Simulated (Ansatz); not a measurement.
**TiO₂ (I4_1/amd) under several functionals**

**What was measured.**

From a printed reference work, textbook, for a bulk crystal of TiO2: lattice constant a 3.7842 Å; lattice constant c 9.5146 Å.

Plane-wave DFT in Ansatz with scalar-relativistic PAW potentials. The same structure was relaxed (cell and atoms, symmetry kept) in separate runs at each level, and needn't be the element's or compound's ground state; U_eff on d shells: Ti 4 eV. No spin polarisation.

**Question.** How do the levels PBE, PBE+U, r2SCAN+U compare?

**Answer.**
| level | cutoff (eV) | k mesh | V (Å³/atom) | a (Å) | c (Å) | gap (eV) |
| --- | --- | --- | --- | --- | --- | --- |
| r2SCAN+U | 500 | 8×8×8 | 11.606 | 3.797 | 9.662 | 3.13 |
| PBE | 420 | 10×10×10 | 11.665 | 3.799 | 9.698 | 2.14 |
| PBE+U | 420 | 8×8×8 | 11.874 | 3.818 | 9.775 | 2.65 |

The Hubbard U changes PBE's volume by 1.8 %; as a rule localising d electrons weakens their share of the bonding and swells the cell. Each gap belongs to its own cell, so it mixes the functional's effect with that of the volume; gaps are the least found on the k mesh or on a band path.

For PBE: Against the measured lattice constant a of TiO2, 3.7842 Å (a printed reference work, textbook), the calculated 3.799 Å is off by +0.4 %. A measured lattice constant c of TiO2 is 9.5146 Å (a printed reference work, textbook); the calculated 9.698 Å misses it by +1.9 %. The calculations are for 0 K without zero-point motion.